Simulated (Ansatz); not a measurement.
# Cd: electron density at the nuclei under pressure

```
Cd
1.0
     0.00000    3.34000    3.34000
     3.34000    0.00000    3.34000
     3.34000    3.34000    0.00000
Cd
2
Direct
  0.00000 0.00000 0.00000
  0.25000 0.25000 0.25000
```

Atom numbers follow the list: Cd1, Cd2.

The cell was built from the diamond type and relaxed in the same program, and has space group Fd-3m; it needn't be a known or the stable phase.

The calculation used Ansatz 0.2.0, DFT, PBE, all-electron PAW with datasets made for the crystal, scalar-relativistic.

Sampling and basis: a Γ-centred 9×9×9 k mesh, Fermi–Dirac smearing of 0.08 eV, cutoff 240 eV (chosen by the program for this cell), no spin polarisation.

The contact density is the mean electron density over the nuclear volume; its changes follow the s electrons' response to bonding and compression. Changes below are taken from the unscaled cell, where it is 1.03597e+06 e/Å³ at Cd1.

| V/V(cell) | P (GPa) | Δρ(0) Cd1 (e/Å³) |
| --- | --- | --- |
| 0.9500 | 0.8 | ? |
| 1.0000 | 0.0 | 0.00 |
| 1.0500 | -0.6 | ? |

Task: What belongs in the row "1.0500", column "Δρ(0) Cd1 (e/Å³)"?

Result: 1.21.

Task: Fill in "Δρ(0) Cd1 (e/Å³)" for the row "0.9500".

Result: -0.76.

The datasets are made afresh for each cell, so very small changes are uncertain.
